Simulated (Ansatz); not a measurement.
Runs of Ansatz 0.2.0 on MnSn2. Symmetry: I4/mcm, No. 140, tetragonal system. Conventional cell: a = 6.659 Å, b = 6.659 Å, c = 5.447 Å, α = 90.00°, β = 90.00°, γ = 90.00°. Sn (site symmetry m2m) has 4 Mn at 2.84 Å and 3 Sn at 3.06 to 3.19 Å as nearest neighbours. Mn (site symmetry 422) has 2 Mn at 2.72 Å and 8 Sn at 2.84 Å as nearest neighbours. 

```csv
spin,fixed moment (μB),pressure (GPa),moment (μB),largest force (eV/Å)
"collinear, ferromagnetic start",2.0,-9.1,2.00,0.12
"collinear, program default start",0.0,-10.5,0.00,0.08
"collinear, ferromagnetic start",4.0,-6.4,4.00,0.19
"collinear, ferromagnetic start",6.0,(b),6.00,0.24
"collinear, ferromagnetic start",16.0,29.5,16.00,0.67
"collinear, ferromagnetic start",12.0,15.3,12.00,0.30
"collinear, ferromagnetic start",10.0,9.5,10.00,0.01
"collinear, ferromagnetic start",8.0,(c),8.00,(a)
```

Alike in all rows: task single point; level PBEsol; potentials or basis Ansatz PAW; cell as given; k mesh 5 × 5 × 5; cutoff (eV) 420; smearing fermi-dirac 0.05 eV.

Task: Fill in the values left out.

Result: (a) 0.21; (b) -1.9; (c) 3.7.

Caveats: the total moment is fixed, so each spin has its own Fermi level; the PAW data sets come from PBE, with cores solved anew for the run's functional, which leaves a small shift of forces and pressure; the thresholds are loose for stress; a pressure of tens of GPa on the cell as given is suspect, and the run, the potentials or the cell itself is likely at fault (some runs).
